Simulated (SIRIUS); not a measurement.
Runs of SIRIUS 7.12.0 on NbP. Symmetry: I4_1md, No. 109, tetragonal system. Conventional cell: a = 3.350 Å, b = 3.350 Å, c = 11.480 Å, α = 90.00°, β = 90.00°, γ = 90.00°. Nb (site symmetry 2mm) has 6 P at 2.55 Å as nearest neighbours. P (site symmetry 2mm) has 6 Nb at 2.55 Å as nearest neighbours. The cell is a database's computed one.

| task | level | potentials or basis | spin | k mesh | cutoff (eV) | smearing | muffin tin radii | basis cutoff (gk_cutoff) | valence relativity | smallest sphere radius times basis cutoff | reference energy of the basis | gap on the mesh (eV) | V0 of scaled cells (Å³/atom) | B0 (GPa) | largest force (eV/Å) |
| --- | --- | --- | --- | --- | --- | --- | --- | --- | --- | --- | --- | --- | --- | --- | --- |
| equation of state | PBEsol | all-electron FP-LAPW, apw+lo standard | off | 11 × 11 × 11 | 177 | fermi-dirac 0.05 eV | Nb 2.44, P 2.2 bohr | 3.61 1/bohr | iora | 7.94 | - | - | (a) | 205 | - |
| band structure | PBE | all-electron FP-LAPW (ZORA valence), apw+lo standard | off | 11 × 11 × 11 | 170 | fermi-dirac 0.05 eV | Nb 2.49, P 2.24 bohr | 3.53 1/bohr | zora | 7.91 | 0.37 Ha | - | - | - | 0.02 |
| single point | PBEsol | all-electron FP-LAPW, apw+lo standard | off | 11 × 11 × 11 | 177 | fermi-dirac 0.05 eV | Nb 2.44, P 2.2 bohr | 3.61 1/bohr | iora | 7.94 | 0.38 Ha | none | - | - | 0.02 |
| single point | PBE | all-electron FP-LAPW, apw+lo standard | collinear, antiferromagnetic start | 9 × 9 × 9 | 170 | fermi-dirac 0.05 eV | Nb 2.49, P 2.24 bohr | 3.53 1/bohr | iora | 7.91 | 0.37 Ha | none | - | - | - |
| single point | PBE | all-electron FP-LAPW, apw+lo standard | off | 11 × 11 × 11 | 177 | fermi-dirac 0.05 eV | Nb 2.44, P 2.2 bohr | 3.61 1/bohr | iora | 7.94 | 0.38 Ha | none | - | - | 0.02 |
| band structure | LDA | all-electron FP-LAPW, apw+lo standard | off | 11 × 11 × 11 | 170 | gaussian 0.02 eV | Nb 2.49, P 2.24 bohr | 3.53 1/bohr | iora | 7.91 | 0.37 Ha | - | - | - | 0.02 |
| equation of state | PBE | all-electron FP-LAPW, apw+lo standard | off | 11 × 11 × 11 | 177 | fermi-dirac 0.05 eV | Nb 2.44, P 2.2 bohr | 3.61 1/bohr | iora | 7.94 | - | - | (b) | 190 | - |
| band structure | PBE | all-electron FP-LAPW (no relativity for the valence, core without relativity), apw+lo standard | off | 11 × 11 × 11 | 170 | fermi-dirac 0.05 eV | Nb 2.49, P 2.24 bohr | 3.53 1/bohr | none | 7.91 | 0.37 Ha | - | - | - | 0.04 |

Alike in all rows: cell as given.

Task: Estimate the missing entries.

Result: (a) 15.57; (b) 16.01.

Caveats: the cell was scaled at fixed shape and fractional positions, which overstates the stiffness of a crystal with free parameters, most of all of layers and chains (some runs); relativity is left out for the valence states, which matters for the heavier elements (some runs); relativity is left out for the core states (some runs).

A k mesh can miss the band edges, and the runs leave out spin-orbit coupling on Nb.

A gap of «none» marks a metal or a gap under the smearing width.

Not every run made on this cell is shown here.
